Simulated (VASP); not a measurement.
# CdS in VASP: work function with PBE

Aim: the work function of CdS with PBE.

Everything below comes from runs of VASP 6.6.1. Logs are shortened: lines on timing, memory, paths and dates and some standing lists are left out, and cuts for length are marked.

## 1. The cell of the first run

The cell holds a slab with vacuum, 8 atoms: a = 4.135 Å, b = 4.135 Å, c = 25.900 Å, α = 90.00°, β = 90.00°, γ = 120.00°.

## 2. Work function, PBE (the (0 0 1) slab of CdS, cut from the database cell, not relaxed)

The input, INCAR:

```
SYSTEM = CdS
PREC     = Accurate       ! precision mode
ENCUT    = 520            ! plane-wave cutoff, eV
EDIFF    = 1E-6           ! SCF threshold, eV
ISMEAR   = 0              ! smearing method
SIGMA    = 0.05           ! smearing width, eV
LREAL    = .FALSE.        ! projectors in reciprocal space
LASPH    = .TRUE.         ! aspherical terms in the spheres
NELM     = 100            ! most SCF steps
ALGO     = Fast           ! electronic algorithm
ISIF     = 2              ! what is computed and relaxed
LWAVE    = .FALSE.        ! write WAVECAR
LCHARG   = .TRUE.         ! write CHGCAR
LDIPOL   = .TRUE.       
IDIPOL   = 3            
DIPOL    = 0.5 0.5 0.500
GGA      = PE             ! functional
LELF     = .TRUE.         ! ELF
LVHAR    = .TRUE.       
LVACPOTAV= .TRUE.
```

The input, KPOINTS:

```
regular mesh
0
G
  8 8 1
  0 0 0
```

The input, POSCAR:

```
CdS
1.0
    4.1347992034      0.0000000000      0.0000000000
   -2.0673996017      3.5808411497      0.0000000000
    0.0000000000      0.0000000000     25.8996350000
S Cd
4 4
Direct
    0.3333333333      0.6666666666      0.2895793705
    0.6666666667      0.3333333334      0.4198707820
    0.3333333333      0.6666666666      0.5501621934
    0.6666666667      0.3333333334      0.6804536048
    0.6666666667      0.3333333334      0.3195463952
    0.3333333333      0.6666666666      0.4498378066
    0.6666666667      0.3333333334      0.5801292180
    0.3333333333      0.6666666666      0.7104206295
```

Potentials or basis: VASP PAW PBE potentials, release 64 (S, Cd).

Started as:

```
> cat potpaw_PBE.64/S/POTCAR potpaw_PBE.64/Cd/POTCAR > POTCAR
> mpirun -np 1 vasp_std > vasp.out
```

OUTCAR:

```text
SYSTEM = CdS
   PREC = Accurate
   ENCUT = 520
   EDIFF = 1E-6
   ISMEAR = 0
   LREAL = .FALSE.
   LASPH = .TRUE.
   NELM = 100
   ISIF = 2
   GGA = PE

 ion  position               nearest neighbor table
   1  0.333  0.667  0.290-   5 2.51   5 2.51   5 2.51
   2  0.667  0.333  0.420-   6 2.51   6 2.51   6 2.51   5 2.60
   3  0.333  0.667  0.550-   7 2.51   7 2.51   7 2.51   6 2.60
   4  0.667  0.333  0.680-   8 2.51   8 2.51   8 2.51   7 2.60
   5  0.667  0.333  0.320-   1 2.51   1 2.51   1 2.51   2 2.60
   6  0.333  0.667  0.450-   2 2.51   2 2.51   2 2.51   3 2.60
   7  0.667  0.333  0.580-   3 2.51   3 2.51   3 2.51   4 2.60
   8  0.333  0.667  0.710-   4 2.51   4 2.51   4 2.51

  LATTYP: Found a hexagonal cell.
 ALAT       =     4.1347992034
 C/A-ratio  =     6.2638192875

  Lattice vectors:

 A1 = (   4.1347992034,   0.0000000000,   0.0000000000)
 A2 = (  -2.0673996017,   3.5808411497,   0.0000000000)
 A3 = (   0.0000000000,   0.0000000000,  25.8996350000)

Analysis of symmetry for initial positions (statically):
=====================================================================
 Subroutine PRICEL returns:
 Original cell was already a primitive cell.

 Routine SETGRP: Setting up the symmetry group for a
 hexagonal supercell.

 Subroutine GETGRP returns: Found  6 space group operations
 (whereof  6 operations were pure point group operations)
 out of a pool of 24 trial point group operations.

The static configuration has the point symmetry C_3v.

Analysis of symmetry for dynamics (positions and initial velocities):
=====================================================================
 Subroutine PRICEL returns:
 Original cell was already a primitive cell.

 Routine SETGRP: Setting up the symmetry group for a
 hexagonal supercell.

 Subroutine GETGRP returns: Found  6 space group operations
 (whereof  6 operations were pure point group operations)
 out of a pool of 24 trial point group operations.

The dynamic configuration has the point symmetry C_3v.

 Subroutine INISYM returns: Found  6 space group operations
 (whereof  6 operations are pure point group operations),
 and found     1 'primitive' translations

----------------------------------------------------------------------------------------

                                     Primitive cell

  volume of cell :     383.4715

  direct lattice vectors                    reciprocal lattice vectors
     4.134799203  0.000000000  0.000000000     0.241849713  0.139631997  0.000000000
    -2.067399602  3.580841150  0.000000000     0.000000000  0.279263994  0.000000000
     0.000000000  0.000000000 25.899635000     0.000000000  0.000000000  0.038610583

  length of vectors
     4.134799203  4.134799203 25.899635000     0.279263994  0.279263994  0.038610583

  position of ions in fractional coordinates (direct lattice)
     0.333333333  0.666666667  0.289579371
     0.666666667  0.333333333  0.419870782
     0.333333333  0.666666667  0.550162193
     0.666666667  0.333333333  0.680453605
     0.666666667  0.333333333  0.319546395
     0.333333333  0.666666667  0.449837807
     0.666666667  0.333333333  0.580129218
     0.333333333  0.666666667  0.710420629

  ion indices of the primitive-cell ions
   primitive index   ion index
                 1           1
                 2           2
                 3           3
                 4           4
                 5           5
                 6           6
                 7           7
                 8           8

----------------------------------------------------------------------------------------

 KPOINTS: regular mesh

Automatic generation of k-mesh.
 Grid dimensions read from file:
 generate k-points for:    8    8    1

 Generating k-lattice:

  Cartesian coordinates                     Fractional coordinates (reciprocal lattice)
     0.030231214  0.017454000  0.000000000     0.125000000  0.000000000  0.000000000
     0.000000000  0.034907999  0.000000000     0.000000000  0.125000000  0.000000000
     0.000000000  0.000000000  0.038610583     0.000000000  0.000000000  1.000000000

  Length of vectors
     0.034907999  0.034907999  0.038610583

  Shift w.r.t. Gamma in fractional coordinates (k-lattice)
     0.000000000  0.000000000  0.000000000

 Subroutine IBZKPT returns following result:
 ===========================================

 Found     10 irreducible k-points:

 Following reciprocal coordinates:
            Coordinates               Weight
  0.000000  0.000000  0.000000      1.000000
  0.125000  0.000000  0.000000      6.000000
  0.250000  0.000000  0.000000      6.000000
  0.375000  0.000000  0.000000      6.000000
  0.500000  0.000000  0.000000      3.000000
  0.125000  0.125000  0.000000      6.000000
  0.250000  0.125000  0.000000     12.000000
  0.375000  0.125000  0.000000     12.000000
  0.250000  0.250000  0.000000      6.000000
  0.375000  0.250000  0.000000      6.000000
   k-points           NKPTS =     10   k-points in BZ     NKDIM =     10   number of bands    NBANDS=     43
   number of dos      NEDOS =    301   number of ions     NIONS =      8
   total plane-waves  NPLWV = 200704
   dimension x,y,z NGX =    32 NGY =   32 NGZ =  196
   dimension x,y,z NGXF=    64 NGYF=   64 NGZF=  392
   ions per type =               4   4
   NGX,Y,Z   is equivalent  to a cutoff of  12.87, 12.87, 12.58 a.u.
   NGXF,Y,Z  is equivalent  to a cutoff of  25.73, 25.73, 25.16 a.u.
 SYSTEM =  CdS
   PREC   = accura    normal or accurate (medium, high low for compatibility)
   ISTART =      0    job   : 0-new  1-cont  2-samecut
   ICHARG =      2    charge: 1-file 2-atom 10-const
   ISPIN  =      1    spin polarized calculation?
   LNONCOLLINEAR =      F non collinear calculations
   LSORBIT =      F    spin-orbit coupling
   LASPH  =      T    aspherical Exc in radial PAW
   ENCUT  =  520.0 eV  38.22 Ry    6.18 a.u.   7.69  7.69 48.16*2*pi/ulx,y,z
   NELM   =    100;   NELMIN=  2; NELMDL= -5     # of ELM steps
   EDIFF  = 0.1E-05   stopping-criterion for ELM
   LREAL  =      F    real-space projection
   EDIFFG = 0.1E-04   stopping-criterion for IOM
   NSW    =      0    number of steps for IOM
   IBRION =     -1    ionic relax: 0-MD 1-quasi-New 2-CG
   NFREE  =      0    steps in history (QN), initial steepest desc. (CG)
   ISIF   =      2    stress and relaxation
   ISYM   =      2    0-nonsym 1-usesym 2-fastsym
   POTIM  = 0.5000    time-step for ionic-motion
   TEBEG  =    0.0;   TEEND  =   0.0 temperature during run
   PSTRESS=    0.0 pullay stress
   NELECT =      72.0000    total number of electrons
   NUPDOWN=      -1.0000    fix difference up-down
   EMIN   =  10.00;   EMAX   =-10.00  energy-range for DOS
   EFERMI =   0.00;   METHOD = LEGACY
   ISMEAR =     0;   SIGMA  =   0.05  broadening in eV -4-tet -1-fermi 0-gaus
   EFERMI_NEDOS =   21; number of points for ismear=-14 and -15
   IALGO  =     68    algorithm
   IMIX   =      4    mixing-type and parameters
     AMIX     =   0.40;   BMIX     =  1.00
     AMIX_MAG =   1.60;   BMIX_MAG =  1.00
  volume/ion in A,a.u.               =      47.93       323.47
  Fermi-wavevector in a.u.,A,eV,Ry     =   0.937435  1.771496 11.956594  0.878785
  Thomas-Fermi vector in A             =   2.064546
   LORBIT       =      0    0 simple, 1 ext, 2 COOP (PROOUT), +10 PAW based schemes
   GGA     = PE    functional components
   LHFCALC =     F    Hartree Fock is set to
   AEXX    =    0.0000 exact exchange contribution
   IVDW    =     0    specifies the selected vdW correction
   LEPSILON=     F    determine dielectric tensor
   LRPA    =     F    only Hartree local field effects (RPA)
 non-spin polarized calculation
 RMM-DIIS sequential band-by-band and
 Gauss-broadening in eV      SIGMA  =   0.05
  energy-cutoff  :      520.00
  volume of cell :      383.47
 maximum number of plane-waves:     10387
 NGX is ok and might be reduce to    32
   NGX = 15   NGY = 15   NGZ = 97

 dipolmoment           0.000000      0.000000      0.095255 electrons x Angstroem

 number of electron      71.9999987 magnetization

 dipolmoment           0.000000      0.000000     -0.345045 electrons x Angstroem

 Free energy of the ion-electron system (eV)
  ---------------------------------------------------
  ext. energy  EPLUGINS =         0.00000000
  ---------------------------------------------------
  free energy    TOTEN  =       -22.81542228 eV

  energy without entropy =      -22.80969383  energy(sigma->0) =      -22.81255805

 E-fermi :  -1.3095     XC(G=0):  -5.2712

 val. band max:       -1.3605824961   @ k =   0.1250   0.0000   0.0000
 cond. band min:      -1.2915887932   @ k =   0.1250   0.1250   0.0000
 fundamental gap:      0.0689937030
 Fermi energy:        -1.3095062178

 k-point     1 :       0.0000    0.0000    0.0000
  band No.  band energies     occupation
      1     -15.5770      2.00000
      2     -14.5720      2.00000
      3     -13.6278      2.00000
      4     -12.5307      2.00000
      5     -11.2244      2.00000
      6     -11.2244      2.00000
[... 35 lines left out ...]
     42       1.8541      0.00000
     43       5.4619      0.00000

 k-point     2 :       0.1250    0.0000    0.0000
  band No.  band energies     occupation
      1     -15.5344      2.00000
      2     -14.5302      2.00000
      3     -13.5863      2.00000
      4     -12.4900      2.00000
      5     -11.1962      2.00000
      6     -11.1935      2.00000
[... 35 lines left out ...]
     42       4.1810      0.00000
     43       5.5745      0.00000

 k-point     3 :       0.2500    0.0000    0.0000
  band No.  band energies     occupation
      1     -15.4317      2.00000
      2     -14.4295      2.00000
      3     -13.4864      2.00000
      4     -12.3924      2.00000
      5     -11.1319      2.00000
      6     -11.1048      2.00000
[... 35 lines left out ...]
     42       3.0395      0.00000
     43       4.4155      0.00000

 k-point     4 :       0.3750    0.0000    0.0000
  band No.  band energies     occupation
      1     -15.3298      2.00000
      2     -14.3295      2.00000
      3     -13.3871      2.00000
      4     -12.2967      2.00000
      5     -11.0776      2.00000
      6     -11.0358      2.00000
[... 35 lines left out ...]
     42       3.1282      0.00000
     43       4.4796      0.00000

 k-point     5 :       0.5000    0.0000    0.0000
  band No.  band energies     occupation
      1     -15.2880      2.00000
      2     -14.2885      2.00000
      3     -13.3463      2.00000
      4     -12.2578      2.00000
      5     -11.0594      2.00000
      6     -11.0262      2.00000
[... 35 lines left out ...]
     42       3.1702      0.00000
     43       3.9773      0.00000

 k-point     6 :       0.1250    0.1250    0.0000
  band No.  band energies     occupation
      1     -15.4618      2.00000
      2     -14.4590      2.00000
      3     -13.5156      2.00000
      4     -12.4209      2.00000
      5     -11.1588      2.00000
      6     -11.1214      2.00000
[... 35 lines left out ...]
     42       3.6320      0.00000
     43       4.8060      0.00000

 k-point     7 :       0.2500    0.1250    0.0000
  band No.  band energies     occupation
      1     -15.3598      2.00000
      2     -14.3590      2.00000
      3     -13.4163      2.00000
      4     -12.3247      2.00000
      5     -11.1043      2.00000
      6     -11.0259      2.00000
[... 35 lines left out ...]
     42       3.4198      0.00000
     43       4.6128      0.00000

 k-point     8 :       0.3750    0.1250    0.0000
  band No.  band energies     occupation
      1     -15.2887      2.00000
      2     -14.2891      2.00000
      3     -13.3469      2.00000
      4     -12.2583      2.00000
      5     -11.0693      2.00000
      6     -11.0002      2.00000
[... 35 lines left out ...]
     42       3.1422      0.00000
     43       3.6247      0.00000

 k-point     9 :       0.2500    0.2500    0.0000
  band No.  band energies     occupation
      1     -15.2893      2.00000
      2     -14.2898      2.00000
      3     -13.3476      2.00000
      4     -12.2589      2.00000
      5     -11.0792      2.00000
      6     -10.9528      2.00000
[... 35 lines left out ...]
     42       3.3032      0.00000
     43       3.6488      0.00000

 k-point    10 :       0.3750    0.2500    0.0000
  band No.  band energies     occupation
      1     -15.2606      2.00000
      2     -14.2616      2.00000
      3     -13.3195      2.00000
      4     -12.2322      2.00000
      5     -11.0696      2.00000
      6     -10.9380      2.00000
[... 35 lines left out ...]
     42       3.6514      0.00000
     43       3.7071      0.00000

------------------------ aborting loop because EDIFF is reached ----------------------------------------

  FORCE on cell =-STRESS in cart. coord.  units (eV):
  Direction    XX          YY          ZZ          XY          YZ          ZX
  --------------------------------------------------------------------------------------
  -------------------------------------------------------------------------------------
  Total        3.0298135      3.0298135      3.1280524     -0.0000000      0.0000000      0.0000000
  in kB       12.6588238     12.6588238     13.0692744     -0.0000000      0.0000000      0.0000000
  external PRESSURE =      12.7956407 kB  Pullay stress =       0.0000000 kB

 VOLUME and BASIS-vectors are now :
 -----------------------------------------------------------------------------
  energy-cutoff  :      520.00
  volume of cell :      383.47
      direct lattice vectors                 reciprocal lattice vectors
     4.134799203  0.000000000  0.000000000     0.241849713  0.139631997  0.000000000
    -2.067399602  3.580841150  0.000000000     0.000000000  0.279263994  0.000000000
     0.000000000  0.000000000 25.899635000     0.000000000  0.000000000  0.038610583

 POSITION                                       TOTAL-FORCE (eV/Angst)
 -----------------------------------------------------------------------------------
     -0.00000      2.38723      7.50000         0.000000     -0.000000     -0.048133
      2.06740      1.19361     10.87450         0.000000     -0.000000      0.368479
     -0.00000      2.38723     14.24900         0.000000     -0.000000      0.300356
      2.06740      1.19361     17.62350        -0.000000      0.000000      0.658572
      2.06740      1.19361      8.27614        -0.000000      0.000000     -0.355995
     -0.00000      2.38723     11.65064        -0.000000      0.000000     -0.338355
      2.06740      1.19361     15.02513        -0.000000      0.000000     -0.371051
     -0.00000      2.38723     18.39964        -0.000000      0.000000     -0.213871
 -----------------------------------------------------------------------------------
    total drift:                               -0.000000     -0.000000      0.000556

  FREE ENERGIE OF THE ION-ELECTRON SYSTEM (eV)
  ---------------------------------------------------
  free  energy   TOTEN  =       -22.8154222764 eV

  energy  without entropy=      -22.8096938325  energy(sigma->0) =      -22.81255805

 vacuum level on the upper side and lower side of the slab         1.525         5.744
```

It took 4 min on 1 thread of Intel Xeon 6975P-C (Granite Rapids), shared host; peak memory 0.53 GiB.

Results:

```yaml
Free_energy: -22.8154 eV
Largest_force: 0.659 eV/Å
Band_gap_on_the_k_mesh: none (metal or under the smearing width)
Work_function_of_the_upper_face: 2.83 eV
Work_function_of_the_lower_face: 7.05 eV
```

Forces in eV/Å, atoms in the order of the input:
```
S    0.000  0.000 -0.048
S    0.000  0.000  0.368
S    0.000  0.000  0.300
S    0.000  0.000  0.659
Cd   0.000  0.000 -0.356
Cd   0.000  0.000 -0.338
Cd   0.000  0.000 -0.371
Cd   0.000  0.000 -0.214
```

Levels at points of the mesh, in eV from the Fermi level:
| k point | band 33 | band 34 | band 35 | band 36 | band 37 | band 38 | band 39 | band 40 |
| --- | --- | --- | --- | --- | --- | --- | --- | --- |
| (0.00, 0.00, 0.00) | -0.56 | -0.56 | -0.12 | 0.41 | 0.41 | 1.27 | 1.55 | 2.24 |
| (0.50, 0.00, 0.00) | -1.58 | -1.49 | -0.58 | -0.14 | 0.37 | 1.92 | 2.63 | 3.30 |
